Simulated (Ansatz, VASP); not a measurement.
# Two plane-wave programs on BAs

```
CELL_PARAMETERS angstrom
5.82709 0.00000 0.00000
0.00000 5.82709 0.00000
0.00000 0.00000 3.29274
ATOMIC_POSITIONS crystal
B 0.67149 0.67149 0.50000
B 0.17149 0.82851 0.25000
B 0.32851 0.32851 0.00000
B 0.82851 0.17149 0.75000
As 0.82612 0.82612 0.00000
As 0.32612 0.67388 0.75000
As 0.17388 0.17388 0.50000
As 0.67388 0.32612 0.25000
```

Alike in both runs: functional PBE; k mesh 6 × 6 × 12; occupations gaussian, width 0.01 eV; no spin polarisation.

Ansatz relaxed the structure, and its values are those at the end. VASP's run is a single point on that final structure, the one shown.

|  | VASP | Ansatz |
| --- | --- | --- |
| version | VASP 6.6.1 | Ansatz 0.2.0 |
| potentials or method | VASP PAW PBE potentials, release 64 (B, As) | scalar-relativistic, plane waves, PAW |
| plane-wave cutoff (eV) | 520 | 420 |
| valence electrons in the cell | 32 | 72 |

VASP gave:

```
gap on the k mesh at the Fermi level (eV) : none
pressure (GPa)                            : 0.5
rms of the force components (eV/Å)        : 0.006
```

Q: Which values does Ansatz return?

A: gap on the k mesh at the Fermi level (eV): none; pressure (GPa): 0.0; rms of the force components (eV/Å): 0.000.

A gap of «none» marks a metal or a gap that the smearing closes. The two sets of potentials don't hold the same shells in valence.
